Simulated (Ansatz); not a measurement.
# Random displacements in SiC

Computed with Ansatz, DFT r2SCAN, scalar-relativistic, plane waves, PAW. Cutoff 300 eV, Γ-centred 6×6×4 k-points, Gaussian smearing of 0.05 eV. The mesh is coarse. The cutoff lies under the one recommended for these potentials. No spin polarisation. Energies are free energies at this smearing, counted from the undisturbed cell; pressure is positive in compression.

Reference structure (as given, not relaxed at this level):

```
CELL_PARAMETERS angstrom
3.07600 0.00000 0.00000
-1.53800 2.66389 0.00000
0.00000 0.00000 5.04800
ATOMIC_POSITIONS crystal
Si 0.33333 0.66667 0.00000
Si 0.66667 0.33333 0.50000
C 0.33333 0.66667 0.38500
C 0.66667 0.33333 0.88500
```

The atoms are displaced (Å, in the unstrained cell):

| atom | ux | uy | uz |
| --- | --- | --- | --- |
| Si1 | -0.043 | -0.077 | 0.091 |
| Si2 | 0.080 | 0.059 | -0.024 |
| C3 | 0.065 | -0.095 | 0.008 |
| C4 | -0.102 | 0.113 | -0.075 |

Strain (Voigt, engineering shear): (-0.0033, -0.0163, 0.0031, -0.0089, 0.0069, -0.0062).

(1) What are the energy change, the stress and the forces?

## Answers

(1) ΔE = 174.6 meV/atom; stress (xx, yy, zz, yz, xz, xy; compression positive) (18.13, 3.77, 0.54, 0.72, -4.76, -0.22) GPa; gap on the mesh 1.47 eV.
```csv
atom,Fx (eV/Å),Fy,Fz
Si1,-1.04,2.14,-1.99
Si2,-1.14,-2.46,2.36
C3,0.32,2.49,-1.45
C4,1.85,-2.18,1.08
```

Cost: 1 run of about 0.2 core-minutes, on AMD EPYC (Zen 3) (shared hosts).